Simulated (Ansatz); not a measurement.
Equilibrium properties in the fcc structure, computed with PBE in Ansatz (plane waves, PAW datasets (generated soft set 1); cutoff 420 eV), no spin polarisation, no spin–orbit coupling, Fermi–Dirac smearing of 0.061 eV, k-spacing 0.06 Å⁻¹:

```
crystal  a₀ (Å)  V₀ (Å³/atom)  B₀ (GPa)
      Y   5.064         32.47        39
     Zr   4.528         23.21        90
     Ru   3.811         13.83       306
     Rh   3.831         14.05       256
     Pd   3.944         15.33       168
     Cd   4.504         22.84        42
```

**Question.** Give the same for Nb, Mo, Ag.

**Answer.** 
```tsv
crystal	a₀ (Å)	V₀ (Å³/atom)	B₀ (GPa)
Nb	4.218	18.76	164
Mo	4.003	16.03	238
Ag	4.148	17.85	91
```

Model structures, not the usual forms at ambient conditions (metastable or hypothetical): Y, Zr, Nb, Mo, Ru, Cd.
